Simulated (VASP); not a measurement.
# CdTe (F-43m) in VASP: further runs, part 2 of 3

VASP 6.6.1. Earlier steps stand in the parts before.

## (3) Single point, r2SCAN (volume scaled by 0.960)

Contents of POSCAR:

```
CdTe
1.0
    0.0000000000      3.2344092117      3.2344092117
    3.2344092117      0.0000000000      3.2344092117
    3.2344092117      3.2344092117      0.0000000000
Cd Te
1 1
Direct
    0.0000000000      0.0000000000      0.0000000000
    0.2500000000      0.2500000000      0.2500000000
```

Contents of INCAR.step1:

```
SYSTEM = CdTe
PREC = Accurate
ENCUT = 520
ISMEAR = 0
SIGMA = 0.05
LREAL = .False.
LASPH = .True.
NELM = 60
NBANDS = 16
GGA = PE
ALGO = Normal
EDIFF = 1E-4
LWAVE = .True.
LCHARG = .False.
```

Contents of INCAR.step2:

```
SYSTEM = CdTe
PREC = Accurate
ENCUT = 520
EDIFF = 1E-6
ISMEAR = 0
SIGMA = 0.05
LREAL = .False.
LASPH = .True.
NELM = 60
ALGO = Normal
ISIF = 2
LWAVE = .False.
LCHARG = .False.
METAGGA = R2SCAN
LMIXTAU = .True.
NBANDS = 16
ISTART = 1
```

Contents of KPOINTS:

```
Automatic mesh
0
Gamma
  10 10 10
  0 0 0
```

Potentials or basis: VASP PAW PBE potentials, release 64 (Cd, Te).

Command:

```console
$ cat potpaw_PBE.64/Cd/POTCAR potpaw_PBE.64/Te/POTCAR > POTCAR
$ cp INCAR.step1 INCAR
$ mpirun -np 1 vasp_std > vasp.out
$ cp INCAR.step2 INCAR
$ mpirun -np 1 vasp_std > vasp.out
```

OUTCAR:

```text
SYSTEM = CdTe
   PREC = Accurate
   ENCUT = 520
   EDIFF = 1E-6
   ISMEAR = 0
   LREAL = .False.
   LASPH = .True.
   NELM = 60
   ISIF = 2
   METAGGA = R2SCAN
   ISTART = 1

 ion  position               nearest neighbor table
   1  0.000  0.000  0.000-   2 2.80   2 2.80   2 2.80   2 2.80
   2  0.250  0.250  0.250-   1 2.80   1 2.80   1 2.80   1 2.80

  LATTYP: Found a face centered cubic cell.
 ALAT       =     6.4688184234

  Lattice vectors:

 A1 = (   0.0000000000,   3.2344092117,   3.2344092117)
 A2 = (   3.2344092117,   0.0000000000,   3.2344092117)
 A3 = (   3.2344092117,   3.2344092117,   0.0000000000)

Analysis of symmetry for initial positions (statically):
=====================================================================
 Subroutine PRICEL returns:
 Original cell was already a primitive cell.

 Routine SETGRP: Setting up the symmetry group for a
 face centered cubic supercell.

 Subroutine GETGRP returns: Found 24 space group operations
 (whereof 24 operations were pure point group operations)
 out of a pool of 48 trial point group operations.

The static configuration has the point symmetry T_d .

Analysis of symmetry for dynamics (positions and initial velocities):
=====================================================================
 Subroutine PRICEL returns:
 Original cell was already a primitive cell.

 Routine SETGRP: Setting up the symmetry group for a
 face centered cubic supercell.

 Subroutine GETGRP returns: Found 24 space group operations
 (whereof 24 operations were pure point group operations)
 out of a pool of 48 trial point group operations.

The dynamic configuration has the point symmetry T_d .

 Subroutine INISYM returns: Found 24 space group operations
 (whereof 24 operations are pure point group operations),
 and found     1 'primitive' translations

----------------------------------------------------------------------------------------

                                     Primitive cell

  volume of cell :      67.6729

[... 103 lines left out ...]
   ISMEAR =     0;   SIGMA  =   0.05  broadening in eV -4-tet -1-fermi 0-gaus
   EFERMI_NEDOS =   21; number of points for ismear=-14 and -15
   IALGO  =     38    algorithm
   IMIX   =      4    mixing-type and parameters
     AMIX     =   0.40;   BMIX     =  1.00
     AMIX_MAG =   1.60;   BMIX_MAG =  1.00
  volume/ion in A,a.u.               =      33.84       228.34
  Fermi-wavevector in a.u.,A,eV,Ry     =   1.052836  1.989571 15.081562  1.108464
  Thomas-Fermi vector in A             =   2.187934
   LORBIT       =      0    0 simple, 1 ext, 2 COOP (PROOUT), +10 PAW based schemes
   METAGGA = R2SCAN    functional components
   LHFCALC =     F    Hartree Fock is set to
   AEXX    =    0.0000 exact exchange contribution
   IVDW    =     0    specifies the selected vdW correction
   LEPSILON=     F    determine dielectric tensor
   LRPA    =     F    only Hartree local field effects (RPA)
 non-spin polarized calculation
 Gauss-broadening in eV      SIGMA  =   0.05
  energy-cutoff  :      520.00
  volume of cell :       67.67
 maximum number of plane-waves:      1849
 NGX is ok and might be reduce to    36
   NGX = 17   NGY = 17   NGZ = 17

 number of electron      17.9999995 magnetization

 Free energy of the ion-electron system (eV)
  ---------------------------------------------------
  ext. energy  EPLUGINS =         0.00000000
  ---------------------------------------------------
  free energy    TOTEN  =       -46.62826352 eV

  energy without entropy =      -46.62826352  energy(sigma->0) =      -46.62826352

 E-fermi :   2.4175     XC(G=0):  -9.1310

 val. band max:        2.1526044170   @ k =   0.0000   0.0000   0.0000
 cond. band min:       3.4449272553   @ k =   0.0000   0.0000   0.0000
 fundamental gap:      1.2923228384
 Fermi energy:         2.4174588806

 k-point     1 :       0.0000    0.0000    0.0000
  band No.  band energies     occupation
      1      -9.4103      2.00000
      2      -6.4271      2.00000
      3      -6.4271      2.00000
      4      -6.4271      2.00000
      5      -6.1374      2.00000
      6      -6.1374      2.00000
[... 433 lines left out ...]
      3      -6.2934      2.00000
      4      -6.2206      2.00000
      5      -6.1129      2.00000
      6      -5.8584      2.00000
[... 8 lines left out ...]
     15      13.2162      0.00000
     16      14.4540      0.00000

 [... further k-points ...]
[... 5 lines left out ...]
  --------------------------------------------------------------------------------------
  -------------------------------------------------------------------------------------
  Total        0.8215665      0.8215665      0.8215665      0.0000000     -0.0000000     -0.0000000
  in kB       19.4508426     19.4508426     19.4508426      0.0000000     -0.0000000     -0.0000000
  external PRESSURE =      19.4508426 kB  Pullay stress =       0.0000000 kB

 VOLUME and BASIS-vectors are now :
 -----------------------------------------------------------------------------
  energy-cutoff  :      520.00
  volume of cell :       67.67
      direct lattice vectors                 reciprocal lattice vectors
     0.000000000  3.234409212  3.234409212    -0.154587737  0.154587737  0.154587737
     3.234409212  0.000000000  3.234409212     0.154587737 -0.154587737  0.154587737
     3.234409212  3.234409212  0.000000000     0.154587737  0.154587737 -0.154587737

 POSITION                                       TOTAL-FORCE (eV/Angst)
 -----------------------------------------------------------------------------------
      0.00000      0.00000      0.00000         0.000000      0.000000      0.000000
      1.61720      1.61720      1.61720        -0.000000     -0.000000     -0.000000
 -----------------------------------------------------------------------------------
    total drift:                               -0.000001     -0.000001     -0.000001

  FREE ENERGIE OF THE ION-ELECTRON SYSTEM (eV)
  ---------------------------------------------------
  free  energy   TOTEN  =       -46.6282635177 eV

  energy  without entropy=      -46.6282635177  energy(sigma->0) =      -46.62826352
```

OUTCAR.step1:

```text
SYSTEM = CdTe
   PREC = Accurate
   ENCUT = 520
   ISMEAR = 0
   LREAL = .False.
   LASPH = .True.
[... 678 lines left out ...]
      0.00000      0.00000      0.00000        -0.000000     -0.000000     -0.000000
      1.61720      1.61720      1.61720         0.000000      0.000000      0.000000
 -----------------------------------------------------------------------------------
    total drift:                               -0.000000     -0.000000     -0.000000

  FREE ENERGIE OF THE ION-ELECTRON SYSTEM (eV)
  ---------------------------------------------------
  free  energy   TOTEN  =        -4.7693286873 eV

  energy  without entropy=       -4.7693286873  energy(sigma->0) =       -4.76932869
```

It took 2 min on 1 thread of AMD EPYC 9R45 (Zen 5), shared host; peak memory 0.22 GiB.

Results:

| Item | Value |
| --- | --- |
| Free energy | -46.6283 eV |
| Pressure | 1.9 GPa |
| Band gap on the k mesh | 1.29 eV, direct |

Levels at points of the mesh, in eV from the valence-band top:
```tsv
k point	band 5	band 6	band 7	band 8	band 9	band 10	band 11	band 12	band 13	band 14
(0.00, 0.00, 0.00)	-8.29	-8.29	0.00	0.00	0.00	1.29	5.03	5.03	5.03	7.95
(0.50, 0.00, 0.00)	-8.28	-7.91	-4.53	-0.80	-0.80	2.24	5.58	5.58	7.43	9.27
(0.50, 0.50, 0.00)	-8.26	-7.76	-4.38	-1.93	-1.93	2.87	2.98	9.50	9.85	9.85
```

Caveat: the PAW data sets were made with another functional, which shifts forces and pressure a little; spin-orbit coupling is left out, which moves the levels of the heavy elements.

(Continued in part 3 of 3.)
